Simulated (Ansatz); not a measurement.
# TiO2 (Rutile): a single-point run

Aim: the field gradients at the nuclei of TiO2 (Rutile), from a sound single-point run.

Method: DFT, PBE, plane-wave PAW, default files, scalar-relativistic, in Ansatz 0.2.0.

1 further run of the same task is left out (it didn't finish).

## (1) Starting point

Symmetry: P4_2/mnm, No. 136, tetragonal system. Conventional cell: a = 4.594 Å, b = 4.594 Å, c = 2.959 Å, α = 90.00°, β = 90.00°, γ = 90.00°. Ti (site symmetry mmm) has 6 O at 1.94 to 1.99 Å as nearest neighbours. Around O (site symmetry m2m) lie 3 Ti at 1.94 to 1.99 Å.

As a file:

```
Ti O
1.0
     4.59400    0.00000    0.00000
     0.00000    4.59400    0.00000
     0.00000    0.00000    2.95900
Ti O
2 4
Direct
  0.00000 0.00000 0.00000
  0.50000 0.50000 0.50000
  0.30600 0.30600 0.00000
  0.19400 0.80600 0.50000
  0.69400 0.69400 0.00000
  0.80600 0.19400 0.50000
```

## (2) The run

input.yaml

```yaml
crystal:
  lattice:
    - [4.594, 0.0, 0.0]
    - [0.0, 4.594, 0.0]
    - [0.0, 0.0, 2.959]
  atoms:
    - { symbol: Ti, position: [0.0, 0.0, 0.0] }
    - { symbol: Ti, position: [0.5, 0.5, 0.5] }
    - { symbol: O, position: [0.306, 0.306, 0.0] }
    - { symbol: O, position: [0.194, 0.806, 0.5] }
    - { symbol: O, position: [0.694, 0.694, 0.0] }
    - { symbol: O, position: [0.806, 0.194, 0.5] }
kpoints:
  mp_grid: { grid: [1, 1, 1] }
scf:
  occupations: { method: fermi_dirac, width: 0.02 }
  max_iter: 75
hamiltonian:
  xc: pbe
  pseudopotentials: { kind: paw }
output:
  forces: true
  stress: true
  populations: true
  efg:
    quadrupole_moments_barn: { Ti: 0.247, O: -0.02558 }
    contact_densities: true
```

Run with:

```bash
ansatz run input.yaml --threads 1 --pin off --max-ram 3072MiB --backend cpu --events-out ev --progress --plain --runs-dir out
```

Standard output:

```text
Warning: RAYON_NUM_THREADS=1 ignored (pool sized by the plan → 1); use --threads N
Engine: ansatz 0.2.0, x86_64-unknown-linux-gnu
Pseudopotentials: kind: paw
Pseudopotential: Ti, paw, valence charge 12, recommended cutoff 420 eV (normal), Ti.paw.azcp
Pseudopotential: O, paw, valence charge 6, recommended cutoff 420 eV (normal), O.paw.azcp
Functional definition: PBE
  parameter kappa = 0.804
  parameter beta = 0.06672455060314922
  exchange = pbe_x(kappa = kappa, mu = beta*pi^2/3)
  correlation = pbe_c(beta = beta)
Crystal: 6 atoms, lattice volume = 62.449 Å³
Basis set: ecut = 420 eV, 1217 PW (Γ), exchange–correlation on 64×64×40 points (8 copies of the dense FFT grid, shifted against one another)
Bands: 30, of which v1, the nominal top of the filled ones, is band 24 counted from 1 (23 counted from 0)
Symmetry: 16 space group operations
Space group: P42/mnm (ITA 136), of the structure as read, at distance tolerance 4.0e-5 Å
k-points: 1
Non-local potential: Ti, projectors of the file, l = 0: 3, l = 1: 2, l = 2: 3, l = 3: 1
Non-local potential: O, projectors of the file, l = 0: 2, l = 1: 2, l = 2: 1
PAW form: soft (Blöchl's): semilocal exchange-correlation on the pseudo side does not see the compensation charge
PAW one-centre angular grid: Ti, 590 points (default); XC on 64 Gauss nodes
PAW one-centre angular grid: O, 110 points (default); XC on 64 Gauss nodes
Initial density: superposition of atomic densities (neutral atoms: chi_scale 0, normalization atom), corrected by the library's trained network
Initial wavefunctions: pseudopotential atomic-orbital guess
Functional: x = pbe(κ = 0.804, μ = 0.2195149727645171), c = pbe(β = 0.06672455060314922)
SCF iter   1: F=—  HF=-7272.273857 eV  |F-HF|=—  |Δ(HF+E_count)|=         —  Δρ=6.50e-2  dr2=2.46e0  ethr=1.77e-3  ⟨swp⟩=6.0  Hψ=123  notcnv=0
preconditioner: auto → Resta (q_TF=auto, 2.611 Å⁻¹)  ε∞=9.9  [insulator: Δε(μ)=1.914 eV  Ē_g=8.923 eV  σ=0.020 eV  W_gap=1.00  n_scr=18 (ndim 8)  ℏωp=26.6 eV  f_vac=0.019  D(μ)=0.00/eV (n_scr^D=0)  ε∞_Penn≈9.9]
SCF iter   2: F=—  HF=-7271.749474 eV  |F-HF|=—  |Δ(HF+E_count)|=   5.24e-1  Δρ=3.18e-2  dr2=4.70e-1  ethr=1.77e-3  ⟨swp⟩=3.0  Hψ=76  notcnv=0  defer=1
SCF iter   3: F=—  HF=-7271.694530 eV  |F-HF|=—  |Δ(HF+E_count)|=   5.49e-2  Δρ=1.44e-2  dr2=1.21e-1  ethr=9.79e-4  ⟨swp⟩=2.0  Hψ=46  notcnv=0  defer=1
SCF iter   4: F=—  HF=-7271.687668 eV  |F-HF|=—  |Δ(HF+E_count)|=   6.86e-3  Δρ=5.38e-3  dr2=1.61e-2  ethr=2.53e-4  ⟨swp⟩=2.0  Hψ=46  notcnv=0  defer=1
SCF iter   5: F=—  HF=-7271.689087 eV  |F-HF|=—  |Δ(HF+E_count)|=   1.42e-3  Δρ=1.37e-3  dr2=1.24e-3  ethr=3.35e-5  ⟨swp⟩=2.0  Hψ=44  notcnv=0  defer=1
SCF iter   6: F=—  HF=-7271.689580 eV  |F-HF|=—  |Δ(HF+E_count)|=   4.92e-4  Δρ=3.16e-4  dr2=4.79e-5  ethr=2.59e-6  ⟨swp⟩=2.0  Hψ=48  notcnv=0  defer=1
SCF iter   7: F=—  HF=-7271.689246 eV  |F-HF|=—  |Δ(HF+E_count)|=   3.34e-4  Δρ=7.10e-5  dr2=3.03e-6  ethr=9.99e-8  ⟨swp⟩=2.0  Hψ=41  notcnv=0  defer=1
SCF iter   8: F=—  HF=-7271.689248 eV  |F-HF|=—  |Δ(HF+E_count)|=   1.90e-6  Δρ=2.59e-5  dr2=5.27e-7  ethr=6.32e-9  ⟨swp⟩=3.0  Hψ=67  notcnv=0  defer=1
SCF iter   9: F=-7271.689248 eV  HF=-7271.689248 eV  |F-HF|=1.17e-8  |Δ(HF+E_count)|=   1.38e-7  Δρ=7.89e-6  dr2=4.30e-8  ethr=2.08e-10  ⟨swp⟩=10.0  Hψ=122  notcnv=0
SCF 1 converged in 9 iterations: F = -7271.689248 eV  dr2 = 4.30e-8
SCF converged after 9 iterations
Free energy (F): -7271.689248 eV
Harris-Foulkes:  -7271.689248 eV  (|F-HF|=1.17e-8)
Internal energy: -7271.689248 eV  (E = F + TS)
E sigma→0 (E₀):  -7271.689248 eV
Fermi energy:    10.357810 eV
--- Per-component energies (eV) ---
  E_band       = -372.465312
  E_kinetic    = 1259.629819
  E_local      = -3108.887291  (includes V_loc(G=0)·N_el)
  E_nonlocal   = 198.398081
  E_hartree    = 1190.671958
  E_xc         = -493.362352
  E_vxc        = -624.749757  (∫ρ·V_xc dr)
  E_paw        = -2724.469963  (= ΣΔE_a)
  E_vpaw       = -478.206245  (= ΣTr[D̂ρ^β])
  E_aug_tail   = 0.010458  (compensation charges beyond the density's cutoff)
  E_ewald      = -3593.679957
  E_smearing   = -0.000000  (= −TS)
  E_closure    = -0.000000  (closes the sum)
  Σ components = -7271.689248   (vs F -7271.689248, Δ=0.00e0)
--- Forces (eV/Å), atoms counted from 1 ---
  atom   1  Ti     0.00000000     0.00000000     0.00000000
  atom   2  Ti     0.00000000    -0.00000000     0.00000000
  atom   3  O      3.51397211     3.51397211     0.00000000
  atom   4  O     -3.51397211     3.51397211     0.00000000
  atom   5  O     -3.51397211    -3.51397211     0.00000000
  atom   6  O      3.51397211    -3.51397211     0.00000000
  max |Σ_I F_I| component: 8.88e-16 eV/Å
--- Stress (GPa, compression-positive) ---
       14.044544       0.000000       0.000000
        0.000000      14.044544       0.000000
        0.000000       0.000000      27.395713
  P = ⅓ Tr σ = 18.4949 GPa (184.949 kbar)
--- PAW observables at the nuclei: V_zz in 10²¹ V/m², potentials from the cell's mean, atoms counted from 1 ---
  atom   1  Ti V_zz =    +5.938421   η = 0.8235   by run symmetry: allowed   C_q = +35.4668 MHz
            electrostatic potential = -2526.556688 V   contact ρ = 56789.993019 e/Å³
  atom   2  Ti V_zz =    +5.938421   η = 0.8235   by run symmetry: allowed   C_q = +35.4668 MHz
            electrostatic potential = -2526.556688 V   contact ρ = 56789.993019 e/Å³
  atom   3  O  V_zz =    +3.179889   η = 0.5952   by run symmetry: allowed   C_q = -1.9668 MHz
            electrostatic potential = -625.998185 V   contact ρ = 2153.429073 e/Å³
  atom   4  O  V_zz =    +3.179889   η = 0.5952   by run symmetry: allowed   C_q = -1.9668 MHz
            electrostatic potential = -625.998185 V   contact ρ = 2153.429073 e/Å³
  atom   5  O  V_zz =    +3.179889   η = 0.5952   by run symmetry: allowed   C_q = -1.9668 MHz
            electrostatic potential = -625.998185 V   contact ρ = 2153.429073 e/Å³
  atom   6  O  V_zz =    +3.179889   η = 0.5952   by run symmetry: allowed   C_q = -1.9668 MHz
            electrostatic potential = -625.998185 V   contact ρ = 2153.429073 e/Å³
--- Band table (eV) ---
  k-point 0: bands = ["-48.0565", "-48.0401", "-24.4634", "-24.4634", "-24.2014", "-24.2014", "-23.9958", "-23.9624", "-8.4532", "-7.2202", "-6.4947", "-6.4947", "3.8251", "4.1686", "4.5542", "5.6910", "5.6910", "7.1921", "7.1921", "7.7345", "9.1013", "9.4356", "9.4356", "9.7934", "10.9222", "11.2885", "11.3782", "11.4073", "11.4073", "13.2434"]
--- Löwdin populations: 6 sites ---
  site symbol       q [e]
     0     Ti     10.6208
     1     Ti     10.6208
     2      O      6.6424
     3      O      6.6424
     4      O      6.6424
     5      O      6.6424
  spilling = 0.003932 (of n_electrons = 48.000000)
```

Wall time 1.9 s (1 thread of Intel Xeon 6975P-C (Granite Rapids), shared host); peak memory 0.36 GiB.

## (3) Checking the result

The run converged and reported no error. It gives a pressure of 18 GPa and a largest force of 5.0 eV/Å, which is large; a structure far from rest gives such values too, whatever the setting.

Look at the input: kpoints.mp_grid.grid is [1, 1, 1]. Band dispersion is ignored when only one k-point is used.

The test: set kpoints.mp_grid.grid to [7, 7, 10].

## (4) Second run, to compare

Other changes include scf.max_iter, output requests.

input.yaml, as its differences from that of step 2:

```diff
@@ -13,6 +13,5 @@
 kpoints:
-  mp_grid: { grid: [1, 1, 1] }
+  mp_grid: { grid: [7, 7, 10] }
 scf:
   occupations: { method: fermi_dirac, width: 0.02 }
-  max_iter: 75
 hamiltonian:
@@ -27 +26,5 @@
     contact_densities: true
+  write_density: true
+  write_potential: true
+  elf: true
+  volumetric_format: npy
```

Run with:

```bash
ansatz run input.yaml --threads 1 --pin off --max-ram 3072MiB --backend cpu --events-out ev --progress --plain --runs-dir out
```

From the output:

```text
[...]
Basis set: ecut = 420 eV, 1217 PW (Γ), exchange–correlation on 64×64×40 points (8 copies of the dense FFT grid, shifted against one another)
[...]
k-points: 60 of 490
[...]
SCF iter   1: F=—  HF=-7277.276395 eV  |F-HF|=—  |Δ(HF+E_count)|=         —  Δρ=2.20e-3  dr2=1.82e-3  ethr=1.77e-3  ⟨swp⟩=5.8  Hψ=7370  notcnv=0
preconditioner: auto → Resta (q_TF=auto, 2.611 Å⁻¹)  ε∞=8.9  [insulator: Δε(μ)=1.914 eV  Ē_g=9.432 eV  σ=0.020 eV  W_gap=1.00  n_scr=18 (ndim 8)  ℏωp=26.6 eV  f_vac=0.019  D(μ)=0.00/eV (n_scr^D=0)  ε∞_Penn≈8.9]
SCF iter   2: F=—  HF=-7277.277108 eV  |F-HF|=—  |Δ(HF+E_count)|=   7.13e-4  Δρ=1.31e-3  dr2=5.57e-4  ethr=3.80e-6  ⟨swp⟩=2.6  Hψ=3572  notcnv=0  defer=78
[...]
SCF iter   5: F=—  HF=-7277.277459 eV  |F-HF|=—  |Δ(HF+E_count)|=   4.66e-5  Δρ=3.53e-5  dr2=8.68e-7  ethr=3.46e-8  ⟨swp⟩=2.0  Hψ=2461  notcnv=0  defer=78
SCF iter   6: F=-7277.277459 eV  HF=-7277.277459 eV  |F-HF|=5.92e-8  |Δ(HF+E_count)|=   3.16e-7  Δρ=9.97e-6  dr2=7.67e-8  ethr=2.08e-10  ⟨swp⟩=9.2  Hψ=12148  notcnv=0
[...]
SCF converged after 6 iterations
Free energy (F): -7277.277459 eV
[...]
E sigma→0 (E₀):  -7277.277459 eV
Fermi energy:    10.072931 eV
[...]
  P = ⅓ Tr σ = 5.4083 GPa (54.083 kbar)
[...]
```

Run time: 12 s. Hardware: 1 thread of Intel Xeon 6975P-C (Granite Rapids), shared host; peak memory 0.43 GiB.

Like atoms gathered into sites:

| site | atoms | first shell | V_zz (10²¹ V/m²) | η | C_Q (MHz) |
| --- | --- | --- | --- | --- | --- |
| Ti | 1, 2 | 6 O at 1.94–1.99 Å | -2.65 | 0.49 | -15.8 (⁴⁹Ti) |
| O | 3, 4, 5, 6 | 3 Ti at 1.94–1.99 Å | 2.33 | 0.88 | -1.44 (¹⁷O) |

V_zz is the principal component of the electric field gradient with the largest magnitude, η = (V_xx − V_yy)/V_zz and C_Q = eQV_zz/h. Q values from Pyykkö, Mol. Phys. 116, 1328 (2018).

```tsv
run	ending	energy change	pressure (GPa)	gap (eV)	force (eV/Å)	cycles	time
first try	converged	+931.4 meV/atom	18.5	1.13	4.97	9	1.9 s
second try	converged	0	5.4	1.93	0.23	6	12 s
```

## (5) Summary of results

| quantity | value |
| --- | --- |
| first try | converged, 9 SCF cycles |
| fault in the input | one k-point |
| second try | converged, 6 SCF cycles |
| energy (zero set by the potentials) | -7277.2775 eV |
| pressure | 5.41 GPa |
| gap on the mesh | 1.93 eV |
| largest force | 0.233 eV/Å |
| largest V_zz in size | 2.65 × 10²¹ V/m² at Ti |

Both runs converge, but the first lies +931.4 meV/atom from the second; on mending, the pressure goes from 18.5 to 5.4 GPa, the gap on the mesh goes from 1.13 to 1.93 eV, the largest force goes from 4.97 to 0.23 eV/Å. The second, on usual settings, is the one to trust of the two, though its own convergence isn't tested here. The largest force in the second run is 0.233 eV/Å, so the atoms are not at their relaxed places.

The gaps are Kohn-Sham values of a semilocal functional, not quasiparticle or optical gaps. Such gaps usually fall short of the measured ones.
